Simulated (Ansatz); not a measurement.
# SnSe: which structure wins at one pressure

Which of rocksalt, CsCl, zincblende, wurtzite, NiAs has the lowest enthalpy for SnSe at one common pressure? The runs shown use PAW.

Computed with Ansatz 0.2.0 (DFT, PBE, PAW with Ansatz's default frozen-core files, scalar-relativistic, unless a step's input says otherwise).

### 1 Starting point

Symmetry: Fm-3m, No. 225, cubic system. Conventional cell: a = 5.291 Å, b = 5.291 Å, c = 5.291 Å, α = 90.00°, β = 90.00°, γ = 90.00°. Around Sn (site symmetry m-3m) lie 6 Se at 2.65 Å. Se (site symmetry m-3m) is surrounded by 6 Sn at 2.65 Å.

Coordinates:

```cif
data_structure
_symmetry_space_group_name_H-M 'Fm-3m'
_symmetry_Int_Tables_number 225
_cell_length_a 5.2908
_cell_length_b 5.2908
_cell_length_c 5.2908
_cell_angle_alpha 90.000
_cell_angle_beta 90.000
_cell_angle_gamma 90.000
_cell_volume 148.11
loop_
_atom_site_label
_atom_site_type_symbol
_atom_site_symmetry_multiplicity
_atom_site_Wyckoff_symbol
_atom_site_fract_x
_atom_site_fract_y
_atom_site_fract_z
_atom_site_occupancy
Sn1 Sn 4 a 0.00000 0.00000 0.00000 1
Se1 Se 4 b 0.50000 0.00000 0.00000 1
```

The file gives the conventional cell by its symmetry; the runs use the cell typed in the input.

Atoms are numbered in the order of the input: Sn1, Se2.

### 2 Cell relaxed at zero pressure, PAW

Input file input.yaml:

```yaml
crystal:
  lattice:
    - [0.0, 2.6454205252, 2.6454205252]
    - [2.6454205252, 0.0, 2.6454205252]
    - [2.6454205252, 2.6454205252, 0.0]
  atoms:
    - { symbol: Sn, position: [0.0, 0.0, 0.0] }
    - { symbol: Se, position: [0.5, 0.5, 0.5] }
kpoints:
  mp_grid: { grid: [13, 13, 13] }
scf:
  occupations: { method: fermi_dirac, width: 0.1 }
hamiltonian:
  xc: pbe
  pseudopotentials: { kind: paw }
output:
  forces: true
  stress: true
  write_density: true
  write_potential: true
  elf: true
  volumetric_format: npy
relax:
  f_tol: 0.005
  max_steps: 40
  cell: {}
```

On the command line:

```sh
$ ansatz run input.yaml --threads 1 --pin off --max-ram 3584MiB --backend cpu --events-out ev --progress --plain --runs-dir out
```

The runs that follow: Volume scaled by 0.86, to set the pressure, PAW; Rocksalt relaxed under pressure, PAW; CsCl relaxed under pressure, PAW; Zincblende relaxed under pressure, PAW; Wurtzite relaxed under pressure, PAW; NiAs relaxed under pressure, PAW.

Q: Predict the outcome of this session. Wanted: pressure; lowest.

As calculated:

```
    quantity                               value
    pressure                              10 GPa
lowest (PAW)  rocksalt, 53.2 meV/atom under NiAs
```

**Reading.** By PAW the order is rocksalt < NiAs < CsCl < wurtzite < zincblende. Some starts changed symmetry on relaxing: wurtzite ended as P6_3/mmc. Only these structures were tried, with electrons smeared by 0.1 eV and without vibrations, so the true ground state may be another. The k meshes differ between phases and weren't tested, which can move differences by some meV.
